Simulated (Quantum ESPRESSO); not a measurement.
# Pb in Quantum ESPRESSO: the effect of target pressure

The system is Pb.

```
Pb
1.0
     0.00000    2.47502    2.47502
     2.47502    0.00000    2.47502
     2.47502    2.47502    0.00000
Pb
1
Cartesian
  0.0000 0.0000 0.0000
```

Alike in all runs:

| Quantity | Value |
| --- | --- |
| Program | Quantum ESPRESSO 7.5 |
| Task | phonons |
| Functional | PBEsol |
| Potentials or basis | PseudoDojo 0.4.1 SR PBEsol standard |
| Cutoff | 762 eV |
| Density cutoff | 3048 eV |
| k mesh | 6 × 6 × 6 |
| Occupations | cold, width 0.2 eV |
| Spin | no spin polarisation |

Each run relaxes the cell or the atoms first.

One run gave: relaxed volume 20.30 Å³/atom; highest phonon frequency 177 cm⁻¹. Which target pressure did it use?
A. 80 GPa
B. 0 GPa
C. 10 GPa
D. 50 GPa
E. 25 GPa

D.

| target pressure | relaxed volume (Å³/atom) | highest phonon frequency (cm⁻¹) |
| --- | --- | --- |
| 0 GPa | 30.67 | 67 |
| 10 GPa | 26.15 | 103 |
| 25 GPa | 23.05 | 137 |
| 50 GPa | 20.30 | 177 |
| 80 GPa | 18.34 | 215 |

Caveats: all runs use coarse meshes; the mesh is thin for the phonons of a metal; the cell is more than 3 GPa from zero pressure, which shifts response properties (some runs); the volume moved by over 15 % at a fixed basis, so the end points are rough (some runs).
